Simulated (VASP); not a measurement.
Here is the system:

```
InN
1.0
    0.00000     2.49457     2.49457
    2.49457     0.00000     2.49457
    2.49457     2.49457     0.00000
In N
1 1
Direct
  0.00000   0.00000   0.00000
  0.25000   0.25000   0.25000
```

The numbers are results of PBEsol GGA, VASP's PBE PAW potentials (set 64) (plane waves; VASP), not measurements. Settings: 520 eV cut-off, 11×11×11 Γ-centred mesh, first-order Methfessel-Paxton smearing of 0.10 eV, potentials In_d N.

Unless said otherwise, spin-orbit coupling is left out, though it shifts the bands of the heavy elements here.

**Question.** Estimate the energy per atom (σ→0), band gap (on the k-mesh) with the smallest direct gap where there is one.

**Answer.** 
- band gap (on the k-mesh) = none (metal, semimetal or under 0.01 eV)
- energy per atom (σ→0) = -5.779 eV/atom

The absolute energy has meaning only against runs of the same code, potentials and settings.

The compound is InN in the zinc blende structure, a metastable form; wurtzite is the usual one. It was relaxed first. The start is the result of an earlier pass.
